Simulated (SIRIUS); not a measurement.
# SrCl2 (Fm-3m) in SIRIUS: reference runs, part 2 of 4

SIRIUS 7.12.0. The steps go on from the part before.

## 3. Equation of state, PBEsol, 26.60 Å³/atom (volume scaled by 0.94)

The input, sirius.json:

```json
{
  "control": {
    "processing_unit": "cpu",
    "std_evp_solver_name": "lapack",
    "gen_evp_solver_name": "lapack",
    "verbosity": 2,
    "print_forces": false,
    "ortho_rf": true,
    "use_second_variation": true,
    "rmt_max": 3.0,
    "num_bands_to_print": 24,
    "save_wf": true
  },
  "parameters": {
    "electronic_structure_method": "full_potential_lapwlo",
    "xc_functionals": ["XC_GGA_X_PBE_SOL", "XC_GGA_C_PBE_SOL"],
    "core_relativity": "dirac",
    "valence_relativity": "iora",
    "num_fv_states": 31,
    "smearing": "fermi_dirac",
    "smearing_width": 0.0018374661,
    "pw_cutoff": 20,
    "gk_cutoff": 3.41,
    "lmax_apw": 10,
    "lmax_rho": 8,
    "lmax_pot": 8,
    "num_mag_dims": 0,
    "auto_rmt": 0,
    "ngridk": [7, 7, 7],
    "shiftk": [0, 0, 0],
    "num_dft_iter": 80,
    "energy_tol": 1e-07,
    "density_tol": 1e-05,
    "use_symmetry": true
  },
  "settings": {"tol_ne": 1e-10},
  "iterative_solver": {"type": "exact"},
  "mixer": {"type": "anderson", "beta": 0.5, "max_history": 8},
  "unit_cell": {
    "lattice_vectors": [[0.0, 6.4574572221, 6.4574572221], [6.4574572221, 0.0, 6.4574572221], [6.4574572221, 6.4574572221, 0.0]],
    "atom_types": ["Cl", "Sr"],
    "atom_files": {"Cl": "Cl.json", "Sr": "Sr.json"},
    "atoms": {"Cl": [[0.75, 0.75, 0.75], [0.25, 0.25, 0.25]], "Sr": [[0.0, 0.0, 0.0]]}
  }
}
```

The input, Cl.json:

```json
{
  "name": "chlorine",
  "symbol": "Cl",
  "number": 17,
  "mass": 35.453,
  "rmin": 1e-06,
  "rmt": 2.29,
  "nrmt": 800,
  "rinf": 12.23,
  "core": "1s2s",
  "valence": [
    {"basis": [{"enu": -0.16, "dme": 0, "n": 0, "auto": 0}, {"enu": -0.16, "dme": 1, "n": 0, "auto": 0}]},
    {"l": 0, "n": 1, "basis": [{"enu": -0.2299, "dme": 0, "n": 0, "auto": 0}]},
    {"l": 1, "n": 2, "basis": [{"enu": -0.06, "dme": 0, "n": 0, "auto": 0}]},
    {"l": 2, "n": 3, "basis": [{"enu": -0.06, "dme": 0, "n": 0, "auto": 0}]},
    {"l": 3, "n": 4, "basis": [{"enu": -0.06, "dme": 0, "n": 0, "auto": 0}]}
  ],
  "lo": [
    {
      "l": 0,
      "basis": [{"enu": -0.2299, "dme": 0, "n": 0, "auto": 0}, {"enu": -0.2299, "dme": 1, "n": 0, "auto": 0}]
    },
    {
      "l": 0,
      "basis": [{"enu": -0.2299, "dme": 1, "n": 0, "auto": 0}, {"enu": -0.2299, "dme": 2, "n": 0, "auto": 0}]
    },
    {
      "l": 0,
      "basis": [{"enu": -0.2299, "dme": 0, "n": 0, "auto": 0}, {"enu": 2.0584, "dme": 0, "n": 0, "auto": 0}]
    },
    {"l": 1, "basis": [{"enu": -0.06, "dme": 0, "n": 0, "auto": 0}, {"enu": -0.06, "dme": 1, "n": 0, "auto": 0}]},
    {"l": 1, "basis": [{"enu": -0.06, "dme": 1, "n": 0, "auto": 0}, {"enu": -0.06, "dme": 2, "n": 0, "auto": 0}]},
    {
      "l": 1,
      "basis": [{"enu": -6.779, "dme": 0, "n": 2, "auto": 1}, {"enu": -6.779, "dme": 1, "n": 2, "auto": 1}]
    },
    {
      "l": 1,
      "basis": [{"enu": -0.06, "dme": 0, "n": 0, "auto": 0}, {"enu": 2.5715, "dme": 0, "n": 0, "auto": 0}]
    },
    {"l": 2, "basis": [{"enu": -0.06, "dme": 0, "n": 0, "auto": 0}, {"enu": -0.06, "dme": 1, "n": 0, "auto": 0}]},
    {"l": 2, "basis": [{"enu": -0.06, "dme": 1, "n": 0, "auto": 0}, {"enu": -0.06, "dme": 2, "n": 0, "auto": 0}]},
    {
      "l": 2,
      "basis": [{"enu": -0.06, "dme": 0, "n": 0, "auto": 0}, {"enu": 2.9148, "dme": 0, "n": 0, "auto": 0}]
    },
    {"l": 3, "basis": [{"enu": -0.06, "dme": 0, "n": 0, "auto": 0}, {"enu": -0.06, "dme": 1, "n": 0, "auto": 0}]}
  ],
  "free_atom": [... radial grid and density of the free atom, the start of the SCF ...]
}
```

The input, Sr.json:

```json
{
  "name": "strontium",
  "symbol": "Sr",
  "number": 38,
  "mass": 87.62,
  "rmin": 1e-06,
  "rmt": 2.54,
  "nrmt": 800,
  "rinf": 19.56,
  "core": "1s2s2p3s3p",
  "valence": [
    {"basis": [{"enu": -0.16, "dme": 0, "n": 0, "auto": 0}, {"enu": -0.16, "dme": 1, "n": 0, "auto": 0}]},
    {"l": 0, "n": 1, "basis": [{"enu": -0.06, "dme": 0, "n": 0, "auto": 0}]},
    {"l": 1, "n": 2, "basis": [{"enu": -0.06, "dme": 0, "n": 0, "auto": 0}]},
    {"l": 2, "n": 3, "basis": [{"enu": -0.06, "dme": 0, "n": 0, "auto": 0}]},
    {"l": 3, "n": 4, "basis": [{"enu": -0.06, "dme": 0, "n": 0, "auto": 0}]}
  ],
  "lo": [
    {"l": 0, "basis": [{"enu": -0.06, "dme": 0, "n": 0, "auto": 0}, {"enu": -0.06, "dme": 1, "n": 0, "auto": 0}]},
    {
      "l": 0,
      "basis": [{"enu": -1.4275, "dme": 0, "n": 4, "auto": 1}, {"enu": -1.4275, "dme": 1, "n": 4, "auto": 1}]
    },
    {
      "l": 0,
      "basis": [{"enu": -1.4275, "dme": 1, "n": 4, "auto": 1}, {"enu": -0.06, "dme": 0, "n": 0, "auto": 0}]
    },
    {"l": 0, "basis": [{"enu": -0.06, "dme": 0, "n": 0, "auto": 0}, {"enu": 2.42, "dme": 0, "n": 0, "auto": 0}]},
    {"l": 1, "basis": [{"enu": -0.06, "dme": 0, "n": 0, "auto": 0}, {"enu": -0.06, "dme": 1, "n": 0, "auto": 0}]},
    {
      "l": 1,
      "basis": [{"enu": -0.7665, "dme": 0, "n": 4, "auto": 1}, {"enu": -0.7665, "dme": 1, "n": 4, "auto": 1}]
    },
    {
      "l": 1,
      "basis": [{"enu": -0.7665, "dme": 1, "n": 4, "auto": 1}, {"enu": -0.06, "dme": 0, "n": 0, "auto": 0}]
    },
    {"l": 1, "basis": [{"enu": -0.06, "dme": 0, "n": 0, "auto": 0}, {"enu": 2.792, "dme": 0, "n": 0, "auto": 0}]},
    {"l": 2, "basis": [{"enu": -0.06, "dme": 0, "n": 0, "auto": 0}, {"enu": -0.06, "dme": 1, "n": 0, "auto": 0}]},
    {
      "l": 2,
      "basis": [{"enu": -4.6414, "dme": 0, "n": 3, "auto": 1}, {"enu": -4.6414, "dme": 1, "n": 3, "auto": 1}]
    },
    {
      "l": 2,
      "basis": [{"enu": -4.6414, "dme": 1, "n": 3, "auto": 1}, {"enu": -0.06, "dme": 0, "n": 0, "auto": 0}]
    },
    {"l": 2, "basis": [{"enu": -0.06, "dme": 0, "n": 0, "auto": 0}, {"enu": 3.164, "dme": 0, "n": 0, "auto": 0}]},
    {"l": 3, "basis": [{"enu": -0.06, "dme": 0, "n": 0, "auto": 0}, {"enu": -0.06, "dme": 1, "n": 0, "auto": 0}]},
    {"l": 3, "basis": [{"enu": -0.06, "dme": 0, "n": 0, "auto": 0}, {"enu": 2.637, "dme": 0, "n": 0, "auto": 0}]}
  ],
  "free_atom": [... radial grid and density of the free atom, the start of the SCF ...]
}
```

The input, sirius_start.json:

```json
{
  "control": {
    "processing_unit": "cpu",
    "std_evp_solver_name": "lapack",
    "gen_evp_solver_name": "lapack",
    "verbosity": 1,
    "print_forces": false,
    "ortho_rf": true,
    "use_second_variation": true,
    "rmt_max": 3.0,
    "num_bands_to_print": 24,
    "save_wf": false
  },
  "parameters": {
    "electronic_structure_method": "full_potential_lapwlo",
    "xc_functionals": ["XC_LDA_X", "XC_LDA_C_PW"],
    "core_relativity": "dirac",
    "valence_relativity": "iora",
    "num_fv_states": 31,
    "smearing": "fermi_dirac",
    "smearing_width": 0.0055123983,
    "pw_cutoff": 20,
    "gk_cutoff": 2.72,
    "lmax_apw": 10,
    "lmax_rho": 8,
    "lmax_pot": 8,
    "num_mag_dims": 0,
    "auto_rmt": 0,
    "ngridk": [3, 3, 3],
    "shiftk": [0, 0, 0],
    "num_dft_iter": 30,
    "energy_tol": 0.01,
    "density_tol": 0.05,
    "use_symmetry": true
  },
  "settings": {"tol_ne": 1e-10},
  "iterative_solver": {"type": "exact"},
  "mixer": {"type": "anderson", "beta": 0.5, "max_history": 8},
  "unit_cell": {
    "lattice_vectors": [[0.0, 6.4574572221, 6.4574572221], [6.4574572221, 0.0, 6.4574572221], [6.4574572221, 6.4574572221, 0.0]],
    "atom_types": ["Cl", "Sr"],
    "atom_files": {"Cl": "Cl.json", "Sr": "Sr.json"},
    "atoms": {"Cl": [[0.75, 0.75, 0.75], [0.25, 0.25, 0.25]], "Sr": [[0.0, 0.0, 0.0]]}
  }
}
```

Potentials or basis: all-electron FP-LAPW, apw+lo standard.

The run is started by

```sh
> OMP_NUM_THREADS=1 sirius.scf --input=sirius_start.json --output=start.json
> OMP_NUM_THREADS=1 sirius.scf --input=sirius.json --output=output.json --task=1
```

It took 88 s on 1 thread of Intel Xeon Platinum 8488C (Sapphire Rapids), shared host; peak memory 0.59 GiB.

Results (log left out):

| Property | Result |
| --- | --- |
| Free energy | -111562.3671 eV |
| Band gap on the k mesh | 5.42 eV, indirect (least direct gap 5.54 eV) |
| All electrons inside the program's atomic spheres | Sr 35.86; Cl 15.94 (radii Cl 2.29, Sr 2.54 bohr) |

Caveat: an odd mesh through Γ misses points on the zone boundary, where band edges often lie.

## 4. Equation of state, PBEsol, 27.17 Å³/atom (volume scaled by 0.96)

sirius.json, as its differences from that of step 3:

```diff
@@ -39,3 +39,3 @@
   "unit_cell": {
-    "lattice_vectors": [[0.0, 6.4574572221, 6.4574572221], [6.4574572221, 0.0, 6.4574572221], [6.4574572221, 6.4574572221, 0.0]],
+    "lattice_vectors": [[0.0, 6.5029337713, 6.5029337713], [6.5029337713, 0.0, 6.5029337713], [6.5029337713, 6.5029337713, 0.0]],
     "atom_types": ["Cl", "Sr"],
```

Cl.json is that of step 3.

Sr.json is that of step 3.

sirius_start.json, as its differences from that of step 3:

```diff
@@ -39,3 +39,3 @@
   "unit_cell": {
-    "lattice_vectors": [[0.0, 6.4574572221, 6.4574572221], [6.4574572221, 0.0, 6.4574572221], [6.4574572221, 6.4574572221, 0.0]],
+    "lattice_vectors": [[0.0, 6.5029337713, 6.5029337713], [6.5029337713, 0.0, 6.5029337713], [6.5029337713, 6.5029337713, 0.0]],
     "atom_types": ["Cl", "Sr"],
```

The run is started by

```sh
> OMP_NUM_THREADS=1 sirius.scf --input=sirius_start.json --output=start.json
> OMP_NUM_THREADS=1 sirius.scf --input=sirius.json --output=output.json --task=1
```

It took 83 s on 1 thread of Intel Xeon Platinum 8488C (Sapphire Rapids), shared host; peak memory 0.6 GiB.

Results (log left out):

- Free energy: -111562.3767 eV
- Band gap on the k mesh: 5.34 eV, indirect (least direct gap 5.56 eV)
- All electrons inside the program's atomic spheres: Sr 35.85; Cl 15.94 (radii Cl 2.29, Sr 2.54 bohr)

Caveat: an odd mesh through Γ misses points on the zone boundary, where band edges often lie.

## 5. Equation of state, PBEsol, 27.73 Å³/atom (volume scaled by 0.98)

sirius.json, as its differences from that of step 4:

```diff
@@ -39,3 +39,3 @@
   "unit_cell": {
-    "lattice_vectors": [[0.0, 6.5029337713, 6.5029337713], [6.5029337713, 0.0, 6.5029337713], [6.5029337713, 6.5029337713, 0.0]],
+    "lattice_vectors": [[0.0, 6.5477830077, 6.5477830077], [6.5477830077, 0.0, 6.5477830077], [6.5477830077, 6.5477830077, 0.0]],
     "atom_types": ["Cl", "Sr"],
```

The input, Cl.json:

```json
{
  "name": "chlorine",
  "symbol": "Cl",
  "number": 17,
  "mass": 35.453,
  "rmin": 1e-06,
  "rmt": 2.29,
  "nrmt": 800,
  "rinf": 12.23,
  "core": "1s2s",
  "valence": [
    {"basis": [{"enu": -0.17, "dme": 0, "n": 0, "auto": 0}, {"enu": -0.17, "dme": 1, "n": 0, "auto": 0}]},
    {"l": 0, "n": 1, "basis": [{"enu": -0.2399, "dme": 0, "n": 0, "auto": 0}]},
    {"l": 1, "n": 2, "basis": [{"enu": -0.07, "dme": 0, "n": 0, "auto": 0}]},
    {"l": 2, "n": 3, "basis": [{"enu": -0.07, "dme": 0, "n": 0, "auto": 0}]},
    {"l": 3, "n": 4, "basis": [{"enu": -0.07, "dme": 0, "n": 0, "auto": 0}]}
  ],
  "lo": [
    {
      "l": 0,
      "basis": [{"enu": -0.2399, "dme": 0, "n": 0, "auto": 0}, {"enu": -0.2399, "dme": 1, "n": 0, "auto": 0}]
    },
    {
      "l": 0,
      "basis": [{"enu": -0.2399, "dme": 1, "n": 0, "auto": 0}, {"enu": -0.2399, "dme": 2, "n": 0, "auto": 0}]
    },
    {
      "l": 0,
      "basis": [{"enu": -0.2399, "dme": 0, "n": 0, "auto": 0}, {"enu": 2.0484, "dme": 0, "n": 0, "auto": 0}]
    },
    {"l": 1, "basis": [{"enu": -0.07, "dme": 0, "n": 0, "auto": 0}, {"enu": -0.07, "dme": 1, "n": 0, "auto": 0}]},
    {"l": 1, "basis": [{"enu": -0.07, "dme": 1, "n": 0, "auto": 0}, {"enu": -0.07, "dme": 2, "n": 0, "auto": 0}]},
    {
      "l": 1,
      "basis": [{"enu": -6.789, "dme": 0, "n": 2, "auto": 1}, {"enu": -6.789, "dme": 1, "n": 2, "auto": 1}]
    },
    {
      "l": 1,
      "basis": [{"enu": -0.07, "dme": 0, "n": 0, "auto": 0}, {"enu": 2.5615, "dme": 0, "n": 0, "auto": 0}]
    },
    {"l": 2, "basis": [{"enu": -0.07, "dme": 0, "n": 0, "auto": 0}, {"enu": -0.07, "dme": 1, "n": 0, "auto": 0}]},
    {"l": 2, "basis": [{"enu": -0.07, "dme": 1, "n": 0, "auto": 0}, {"enu": -0.07, "dme": 2, "n": 0, "auto": 0}]},
    {
      "l": 2,
      "basis": [{"enu": -0.07, "dme": 0, "n": 0, "auto": 0}, {"enu": 2.9048, "dme": 0, "n": 0, "auto": 0}]
    },
    {"l": 3, "basis": [{"enu": -0.07, "dme": 0, "n": 0, "auto": 0}, {"enu": -0.07, "dme": 1, "n": 0, "auto": 0}]}
  ],
  "free_atom": [... radial grid and density of the free atom, the start of the SCF ...]
}
```

The input, Sr.json:

```json
{
  "name": "strontium",
  "symbol": "Sr",
  "number": 38,
  "mass": 87.62,
  "rmin": 1e-06,
  "rmt": 2.54,
  "nrmt": 800,
  "rinf": 19.56,
  "core": "1s2s2p3s3p",
  "valence": [
    {"basis": [{"enu": -0.17, "dme": 0, "n": 0, "auto": 0}, {"enu": -0.17, "dme": 1, "n": 0, "auto": 0}]},
    {"l": 0, "n": 1, "basis": [{"enu": -0.07, "dme": 0, "n": 0, "auto": 0}]},
    {"l": 1, "n": 2, "basis": [{"enu": -0.07, "dme": 0, "n": 0, "auto": 0}]},
    {"l": 2, "n": 3, "basis": [{"enu": -0.07, "dme": 0, "n": 0, "auto": 0}]},
    {"l": 3, "n": 4, "basis": [{"enu": -0.07, "dme": 0, "n": 0, "auto": 0}]}
  ],
  "lo": [
    {"l": 0, "basis": [{"enu": -0.07, "dme": 0, "n": 0, "auto": 0}, {"enu": -0.07, "dme": 1, "n": 0, "auto": 0}]},
    {
      "l": 0,
      "basis": [{"enu": -1.4375, "dme": 0, "n": 4, "auto": 1}, {"enu": -1.4375, "dme": 1, "n": 4, "auto": 1}]
    },
    {
      "l": 0,
      "basis": [{"enu": -1.4375, "dme": 1, "n": 4, "auto": 1}, {"enu": -0.07, "dme": 0, "n": 0, "auto": 0}]
    },
    {"l": 0, "basis": [{"enu": -0.07, "dme": 0, "n": 0, "auto": 0}, {"enu": 2.41, "dme": 0, "n": 0, "auto": 0}]},
    {"l": 1, "basis": [{"enu": -0.07, "dme": 0, "n": 0, "auto": 0}, {"enu": -0.07, "dme": 1, "n": 0, "auto": 0}]},
    {
      "l": 1,
      "basis": [{"enu": -0.7765, "dme": 0, "n": 4, "auto": 1}, {"enu": -0.7765, "dme": 1, "n": 4, "auto": 1}]
    },
    {
      "l": 1,
      "basis": [{"enu": -0.7765, "dme": 1, "n": 4, "auto": 1}, {"enu": -0.07, "dme": 0, "n": 0, "auto": 0}]
    },
    {"l": 1, "basis": [{"enu": -0.07, "dme": 0, "n": 0, "auto": 0}, {"enu": 2.782, "dme": 0, "n": 0, "auto": 0}]},
    {"l": 2, "basis": [{"enu": -0.07, "dme": 0, "n": 0, "auto": 0}, {"enu": -0.07, "dme": 1, "n": 0, "auto": 0}]},
    {
      "l": 2,
      "basis": [{"enu": -4.6514, "dme": 0, "n": 3, "auto": 1}, {"enu": -4.6514, "dme": 1, "n": 3, "auto": 1}]
    },
    {
      "l": 2,
      "basis": [{"enu": -4.6514, "dme": 1, "n": 3, "auto": 1}, {"enu": -0.07, "dme": 0, "n": 0, "auto": 0}]
    },
    {"l": 2, "basis": [{"enu": -0.07, "dme": 0, "n": 0, "auto": 0}, {"enu": 3.154, "dme": 0, "n": 0, "auto": 0}]},
    {"l": 3, "basis": [{"enu": -0.07, "dme": 0, "n": 0, "auto": 0}, {"enu": -0.07, "dme": 1, "n": 0, "auto": 0}]},
    {"l": 3, "basis": [{"enu": -0.07, "dme": 0, "n": 0, "auto": 0}, {"enu": 2.627, "dme": 0, "n": 0, "auto": 0}]}
  ],
  "free_atom": [... radial grid and density of the free atom, the start of the SCF ...]
}
```

sirius_start.json, as its differences from that of step 4:

```diff
@@ -39,3 +39,3 @@
   "unit_cell": {
-    "lattice_vectors": [[0.0, 6.5029337713, 6.5029337713], [6.5029337713, 0.0, 6.5029337713], [6.5029337713, 6.5029337713, 0.0]],
+    "lattice_vectors": [[0.0, 6.5477830077, 6.5477830077], [6.5477830077, 0.0, 6.5477830077], [6.5477830077, 6.5477830077, 0.0]],
     "atom_types": ["Cl", "Sr"],
```

The run is started by

```sh
> OMP_NUM_THREADS=1 sirius.scf --input=sirius_start.json --output=start.json
> OMP_NUM_THREADS=1 sirius.scf --input=sirius.json --output=output.json --task=1
```

Wall time 88 s (1 thread of Intel Xeon Platinum 8488C (Sapphire Rapids), shared host); peak memory 0.6 GiB.

The run converged. Its results:

```
Free energy                                       : -111562.3769 eV
Band gap on the k mesh                            : 5.26 eV, indirect (least direct gap 5.56 eV)
All electrons inside the program's atomic spheres : Sr 35.84; Cl 15.93 (radii Cl 2.29, Sr 2.54 bohr)
```

Caveat: an odd mesh through Γ misses points on the zone boundary, where band edges often lie.

[end of part 2 of 4]
